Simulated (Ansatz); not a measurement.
## Al: moving Al off its site

Al, Fm-3m, a = 4.048 Å (as given, not relaxed at this level: -3.8 GPa). Ansatz: PBE+D3(BJ), PAW, 420 eV, Γ-centred 10×10×10 mesh on 8 atoms, Gaussian smearing 0.15 eV; no spin polarisation.

```yaml
crystal:
  lattice:
    - [-4.04796, 4.04796, 0.00000]
    - [-4.04796, 0.00000, 4.04796]
    - [0.00000, 4.04796, 4.04796]
  atoms:
    - { symbol: Al, position: [0.00000, 0.00000, 0.00000] }
    - { symbol: Al, position: [0.50000, 0.00000, 0.00000] }
    - { symbol: Al, position: [0.00000, 0.50000, 0.00000] }
    - { symbol: Al, position: [0.00000, 0.00000, 0.50000] }
    - { symbol: Al, position: [0.50000, 0.50000, 0.00000] }
    - { symbol: Al, position: [0.50000, 0.00000, 0.50000] }
    - { symbol: Al, position: [0.00000, 0.50000, 0.50000] }
    - { symbol: Al, position: [0.50000, 0.50000, 0.50000] }
```

Atom 1 (Al) moves by x along the unit vector (0.707, -0.707, 0.000), with its periodic images; all else is held. y is the free energy of the cell over the start, F the force along the path summed over the moved atoms. Symmetry makes y even in x.

| x (Å) | y (meV) | F (eV/Å) |
| --- | --- | --- |
| -0.1000 | ? | ? |
| -0.0333 | 2.44 | 0.15 |
| 0.0000 | 0.00 | 0.00 |
| 0.0167 | 0.61 | -0.07 |
| 0.0500 | 5.51 | -0.22 |
| 0.0667 | 9.81 | -0.30 |
| 0.0833 | 15.33 | -0.37 |

Problem. Fit y = c2 x² + c4 x⁴ to the energies of the other rows, give the force constant, and predict energy and force of the missing row.

Solution. Least squares on the rows shown. y = 2199.1 x² + 1455.8 x⁴. The force constant is 2 c2 = 4.40 eV/Å², for the cell as given, at -3.8 GPa (for all images moving together, not for a lone atom). The force −dy/dx at the missing row is 0.45 eV/Å (computed 0.45). At x = -0.1000 the fit asked for gives 22.14 meV. The run gave 22.14 meV, the same to the digits shown. The form still works here, 20 % of the fitted range beyond its end.

Cost: 7 runs of about 3.1 core-minutes in all, on Intel Xeon Platinum 8259CL (Skylake/Cascade Lake) (shared hosts).